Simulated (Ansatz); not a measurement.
**Ionic part of the dielectric constant of AlN at 7 GPa, mode by mode**

Theory: Ansatz, DFT PBEsol, scalar-relativistic, plane waves, PAW. Settings: 420 eV plane-wave cutoff, Γ-centred 10×10×10 mesh, fixed occupations. No spin polarisation. Phonons by linear response, acoustic sum rule imposed.

Symmetry: F-43m, No. 216, cubic system. The conventional cell has a = 4.330 Å, b = 4.330 Å, c = 4.330 Å, α = 90.00°, β = 90.00°, γ = 90.00°. Around Al (site symmetry -43m) lie 4 N at 1.87 Å. Around N (site symmetry -43m) lie 4 Al at 1.87 Å.

Other phases may be more stable at this pressure.

The primitive cell has V = 20.30 Å³ and ε∞,xx = 4.587. Each polar mode adds Δε = (4.92064×10⁷/V)·S/ν² along x, with S its oscillator strength in e²/amu, ν in cm⁻¹ and V in Å³.

Question: From these modes, find each Δε and ε0,xx.
```csv
ν (cm⁻¹),S_xx (e²/amu)
679.6,0.7016
```

Answer:
```json
{"ν (cm⁻¹)": "679.6", "Δε": "3.68"}
```

The sum is 3.683, so ε0,xx = 8.27; the run's tensor has 8.27.

Question: Where do the longitudinal modes lie for a wave vector along x?

Answer: At 912 cm⁻¹. The Lyddane–Sachs–Teller product Π(ν_LO/ν_TO)² = 1.80 matches ε0/ε∞ = 1.80.

This zinc-blende form isn't the usual stable structure of the compound at low pressure.

Cost: 1 run of about 0.14 core-minutes, on AMD EPYC 9R45 (Zen 5) (shared hosts).